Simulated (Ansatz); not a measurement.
Input and output of a field-response calculation (clamped ions) on HfS2 (CdI2 type) (Ansatz 0.2.0, r2SCAN). The cell was relaxed beforehand with r2SCAN+rVV10.

Input (YAML):
```yaml
crystal:
  lattice:
    - [3.6302934612, 0.0, 0.0]
    - [-1.8151467306, 3.1439263606, 0.0]
    - [0.0, 0.0, 5.8783536162]
  atoms:
    - { symbol: Hf, position: [0.0, 0.0, 0.0] }
    - { symbol: S, position: [0.3333333333, 0.6666666667, 0.2446282338] }
    - { symbol: S, position: [0.6666666667, 0.3333333333, 0.7553717662] }
kpoints:
  mp_grid: { grid: [6, 6, 4] }
hamiltonian:
  xc: r2scan
scf:
  occupations: { method: fixed }
dielectric: {}
```

Command: `ansatz run input.yaml --threads 4 --pin off --max-ram 7372MiB --backend cpu --events-out ev --progress --plain --runs-dir out`. Wall time 63 s on 4 threads of Intel(R) Xeon(R) Platinum 8488C (Sapphire Rapids), on a shared host, load about 0.3 per core; peak host memory 1.6 GiB.

Abridged output:
```
Pseudopotential: Hf, paw, valence charge 26, recommended cutoff 500 eV (meta_gga)
Pseudopotential: S, paw, valence charge 6, recommended cutoff 500 eV (meta_gga)
Functional definition: r2SCAN
Crystal: 3 atoms, lattice volume = 67.092 Å³
Basis set: ecut = 500 eV, 1737 PW (Γ)
Bands: 23, of which v1, the nominal top of the filled ones, is band 19 counted from 1 (18 counted from 0)
Symmetry: 12 space group operations
k-points: 47 of 144 (irreducible under 2 space group operations, time reversal used)
preconditioner: auto → Resta (q_TF=auto, 2.482 Å⁻¹)  ε∞=5.0  [insulator: Δε(μ)=1.352 eV  ℏωp=24.8 eV]
Free energy (F): -17550.087978 eV
Fermi energy:    8.819360 eV
--- Dielectric response (ions clamped): 3 representative field directions + reference, inside a basis on a mesh of 600 k-points ---
  ε∞ (high-frequency dielectric tensor):
        8.824839     0.000000     0.000000
        0.000000     8.824839     0.000000
        0.000000     0.000000     4.805825
  Born effective charges Z* (e; rows j = field, columns β = displacement):
    site 0:
         6.48878    0.00000    0.00000
         0.00000    6.48878    0.00000
         0.00000    0.00000    1.93466
    site 1:
        -3.24439    0.00000    0.00000
         0.00000   -3.24439    0.00000
         0.00000    0.00000   -0.96733
    site 2:
        -3.24439    0.00000    0.00000
         0.00000   -3.24439    0.00000
         0.00000    0.00000   -0.96733
  ε∞ is read to err by 4.8e-2, Z* by 5.8e-2 e
```

The electronic dielectric tensor ε∞ is 8.82 along x and y, 4.81 along z. Born charges, averaged over directions: Hf +4.97, S -2.49 e.

The values are computed, spin-unpolarised, and not measurements.
